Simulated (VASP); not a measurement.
## VASP 6.6.1 run: SrTiO3

INCAR

```
EDIFF = 1E-7
IBRION = -1
NELM = 120
NBANDS = 24
LWAVE = .FALSE.
LASPH = .TRUE.
LREAL = .FALSE.
ISMEAR = -1
GGA = PE
ENCUT = 300
PREC = Accurate
ISIF = 2
NSW = 0
SIGMA = 0.02
LCHARG = .FALSE.
```

KPOINTS

```
KPOINTS created by Atomic Simulation Environment
0
Gamma
6 6 6
0 0 0
```

POSCAR

```
Sr Ti O
 1.0000000000000000
     3.8677829865000000    0.0000000000000000    0.0000000000000000
     0.0000000000000000    3.8677829865000000    0.0000000000000000
     0.0000000000000000    0.0000000000000000    3.9317034817000001
 Sr  Ti  O
   1   1   3
Cartesian
  0.0000000000000000  0.0000000000000000  0.0000000000000000
  1.9338914932499998  1.9338914932499998  1.9658517408499998
  1.9338914932499998  1.9338914932499998  0.0000000000000000
  1.9338914932499998  0.0000000000000000  1.9658517408499998
  0.0000000000000000  1.9338914932499998  1.9658517408499998
```

The recommended PBE PAW datasets give the neutral cell 40 valence electrons.

Command

```
mpirun -np 1 vasp_std
```

OSZICAR

```
N       E                     dE             d eps       ncg     rms          rms(c)
DAV:   1     0.344707682463E+03    0.34471E+03   -0.16186E+04  1928   0.128E+03
DAV:   2    -0.208781943214E+02   -0.36559E+03   -0.35985E+03  2488   0.407E+02
DAV:   3    -0.484064989655E+02   -0.27528E+02   -0.27510E+02  2856   0.115E+02
DAV:   4    -0.495416889452E+02   -0.11352E+01   -0.11349E+01  2808   0.193E+01
DAV:   5    -0.495648338807E+02   -0.23145E-01   -0.23145E-01  2680   0.234E+00    0.267E+01
DAV:   6    -0.404666893094E+02    0.90981E+01   -0.50293E+01  2880   0.687E+01    0.157E+01
DAV:   7    -0.405517602151E+02   -0.85071E-01   -0.59475E+00  2320   0.176E+01    0.103E+01
DAV:   8    -0.405923222669E+02   -0.40562E-01   -0.16341E+00  2528   0.138E+01    0.332E+00
DAV:   9    -0.404886768004E+02    0.10365E+00   -0.46567E-01  2288   0.710E+00    0.746E-01
DAV:  10    -0.404930360417E+02   -0.43592E-02   -0.89623E-02  2608   0.190E+00    0.707E-01
DAV:  11    -0.404870276705E+02    0.60084E-02   -0.58989E-02  2784   0.216E+00    0.238E-01
DAV:  12    -0.404864771395E+02    0.55053E-03   -0.32729E-03  2208   0.662E-01    0.727E-02
DAV:  13    -0.404864944803E+02   -0.17341E-04   -0.34066E-04  2584   0.136E-01    0.597E-02
DAV:  14    -0.404864901650E+02    0.43153E-05   -0.44764E-05  2736   0.426E-02    0.228E-02
DAV:  15    -0.404864860057E+02    0.41592E-05   -0.16702E-05  2664   0.439E-02    0.823E-03
DAV:  16    -0.404864861505E+02   -0.14473E-06   -0.23999E-06  2664   0.154E-02    0.263E-03
DAV:  17    -0.404864859300E+02    0.22043E-06   -0.44394E-07  2400   0.658E-03    0.152E-03
DAV:  18    -0.404864858600E+02    0.70013E-07   -0.92122E-08  1216   0.201E-03
   1 F= -.40486486E+02 E0= -.40486486E+02  d E =-.787170E-13
```

Standard output (part)

```
POSCAR found type information on POSCAR SrTiO
 POSCAR found :  3 types and       5 ions
 LDA part: xc-table for (Slater+PW92), standard interpolation
 POSCAR, INCAR and KPOINTS ok, starting setup
 WAVECAR not read
 entering main loop
```

From OUTCAR

```
k-points           NKPTS =     40   k-points in BZ     NKDIM =     40   number of bands    NBANDS=     24

   NELECT =      40.0000    total number of electrons

   dimension x,y,z NGX =    24 NGY =   24 NGZ =   24
   dimension x,y,z NGXF=    48 NGYF=   48 NGZF=   48

  energy-cutoff  :      300.00
  volume of cell :       58.82
      direct lattice vectors                 reciprocal lattice vectors
     3.867782986  0.000000000  0.000000000     0.258546047  0.000000000  0.000000000
     0.000000000  3.867782986  0.000000000     0.000000000  0.258546047  0.000000000
     0.000000000  0.000000000  3.931703482     0.000000000  0.000000000  0.254342680

 k-points in reciprocal lattice and weights: KPOINTS created by Atomic Simulation Env
   0.00000000  0.00000000  0.00000000       0.005
   0.16666667  0.00000000  0.00000000       0.019
   0.33333333  0.00000000  0.00000000       0.019
   0.50000000  0.00000000  0.00000000       0.009
   0.16666667  0.16666667  0.00000000       0.019
   0.33333333  0.16666667  0.00000000       0.037
   0.50000000  0.16666667  0.00000000       0.019
   0.33333333  0.33333333  0.00000000       0.019
   ...

 E-fermi :   4.7954

 k-point     1 :       0.0000    0.0000    0.0000
  band No.  band energies     occupation
      1     -52.1517      2.00000
      2     -28.4733      2.00000
      3     -28.4377      2.00000
      4     -28.4377      2.00000
      5     -28.4244      2.00000
      6     -13.3493      2.00000
      7     -12.4283      2.00000
      8     -12.3444      2.00000
      9     -10.4826      2.00000
     10     -10.4584      2.00000
     11     -10.4584      2.00000
     12       1.2924      2.00000
     13       1.3775      2.00000
     14       1.3775      2.00000
     15       2.9343      2.00000
     16       3.0820      2.00000
     17       3.0820      2.00000
     18       3.8385      2.00000
     19       3.8683      2.00000
     20       3.8683      2.00000
     21       6.1167      0.00000
     22       6.1167      0.00000
     23       6.1456      0.00000
     24       8.5555      0.00000

 k-point     2 :       0.1667    0.0000    0.0000
  band No.  band energies     occupation
      1     -52.1513      2.00000
      2     -28.5223      2.00000
      3     -28.4368      2.00000
      4     -28.4234      2.00000
      5     -28.4023      2.00000
      6     -13.3509      2.00000
      7     -12.4024      2.00000
      8     -12.3495      2.00000
      9     -10.4695      2.00000
     10     -10.4454      2.00000
     11     -10.2927      2.00000
     12       1.0327      2.00000
     13       1.2771      2.00000
     14       1.3583      2.00000
     15       2.6155      2.00000
     16       2.6892      2.00000
     17       2.8108      2.00000
     18       3.1013      2.00000
     19       3.7053      2.00000
     20       3.7110      2.00000
     21       6.1601      0.00000
     22       6.7140      0.00000
     23       6.7405      0.00000
     24       8.5819      0.00000

 ...

  Total      -10.8611195    -10.8611195    -12.4297964      0.0000000      0.0000000      0.0000000
  in kB     -295.8558911   -295.8558911   -338.5865025      0.0000000      0.0000000      0.0000000
  external PRESSURE =    -310.0994283 kB  Pullay stress =       0.0000000 kB

 POSITION                                       TOTAL-FORCE (eV/Angst)
 -----------------------------------------------------------------------------------
      0.00000      0.00000      0.00000         0.000000      0.000000      0.000000
      1.93389      1.93389      1.96585         0.000000      0.000000      0.000000
      1.93389      1.93389      0.00000         0.000000      0.000000      0.000000
      1.93389      0.00000      1.96585         0.000000      0.000000      0.000000
      0.00000      1.93389      1.96585         0.000000      0.000000      0.000000
 -----------------------------------------------------------------------------------
    total drift:                                0.000000     -0.000000     -0.000000

  FREE ENERGIE OF THE ION-ELECTRON SYSTEM (eV)
  ---------------------------------------------------
  free  energy   TOTEN  =       -40.4864858600 eV

  energy  without entropy=      -40.4864858600  energy(sigma->0) =      -40.48648586
```

It converged. Results: gap between bands v and c on the k mesh 1.83 eV; least direct gap on the k mesh 2.25 eV; pressure -31.0 GPa. Band v is the last that the valence electrons fill when counted band by band, and c is the next.

These settings aren't sound, so the numbers aren't properties of the crystal.

On sound settings PBE gives a gap of 1.84 eV on its mesh and a pressure of 7.5 GPa for the intended cell.

The run took about 21 s on one core of a shared host (Intel Xeon Platinum 8488C) and held 0.15 GiB at most.
